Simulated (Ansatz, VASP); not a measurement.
# HfB2 in VASP and in Ansatz

INCAR

```
  PREC = Accurate
  ENCUT = 520
  EDIFF = 1E-8
  ISMEAR = -1
  SIGMA = 0.05
  LREAL = False
  LASPH = True
  NELM = 80
  ALGO = Normal
  ISIF = 2
  LWAVE = False
  LCHARG = False
  GGA = PE
  LEFG = True
  NBANDS = 15
```

The input KPOINTS:

```
Automatic mesh
0
Gamma
  13 13 11
```

Contents of POSCAR:

```
HfB2
1.0
    3.1400001005      0.0000000000      0.0000000000
   -1.5700000503      2.7193198549      0.0000000000
    0.0000000000      0.0000000000      3.4800000000
Hf B
1 2
Direct
    0.0000000000      0.0000000000      0.0000000000
    0.3333333333      0.6666666667      0.5000000000
    0.6666666667      0.3333333333      0.5000000000
```

Input for Ansatz:

```yaml
crystal:
  lattice:
    - [3.1400001005, 0.0, 0.0]
    - [-1.5700000503, 2.7193198549, 0.0]
    - [0.0, 0.0, 3.48]
  atoms:
    - { symbol: Hf, position: [0.0, 0.0, 0.0] }
    - { symbol: B, position: [0.3333333333, 0.6666666667, 0.5] }
    - { symbol: B, position: [0.6666666667, 0.3333333333, 0.5] }
kpoints:
  mp_grid: { grid: [13, 13, 11] }
  band_path:
    path:
      - [0.0, 0.0, 0.0]
      - [0.5, 0.0, 0.0]
      - [0.3333333333, 0.3333333333, 0.0]
      - [0.0, 0.0, 0.0]
      - [0.0, 0.0, 0.5]
      - [0.5, 0.0, 0.5]
      - [0.3333333333, 0.3333333333, 0.5]
      - [0.0, 0.0, 0.5]
      - [0.5, 0.0, 0.5]
    npoints: 8
scf:
  occupations: { method: fermi_dirac, width: 0.05 }
hamiltonian:
  xc: pbe
  pseudopotentials: { kind: paw }
output:
  forces: true
  stress: true
  eigenvalues: true
  efg: { contact_densities: true }
  populations: true
  bader: true
  dos: { projected: true, de: 0.2, e_range: [-14, 8] }
```

Alike in both runs: task electric field gradients; functional PBE; k mesh 13 × 13 × 11; occupations fermi-dirac, width 0.05 eV; no spin polarisation.

|  | VASP | Ansatz |
| --- | --- | --- |
| version | VASP 6.6.1 | Ansatz 0.2.0 |
| potentials or method | VASP PAW PBE potentials, release 64 (Hf_pv, B) | PAW with Ansatz's default frozen-core files, scalar-relativistic |
| plane-wave cutoff (eV) | 520 | 420 |
| valence electrons in the cell | 16 | 32 |

```csv
,VASP,Ansatz,Ansatz less VASP
pressure (GPa),1.0,1.3,+0.37
largest component of the traceless stress (GPa),0.19,0.00,-0.187
Vzz of the field gradient on the site that differs most (V/Å²),76.7,105.3,+28.59
```

The two sets of potentials don't hold the same shells in valence. Ansatz warned: «gradients_without_spin_orbit».

Spin-orbit coupling is left out, which matters for the levels of Hf.
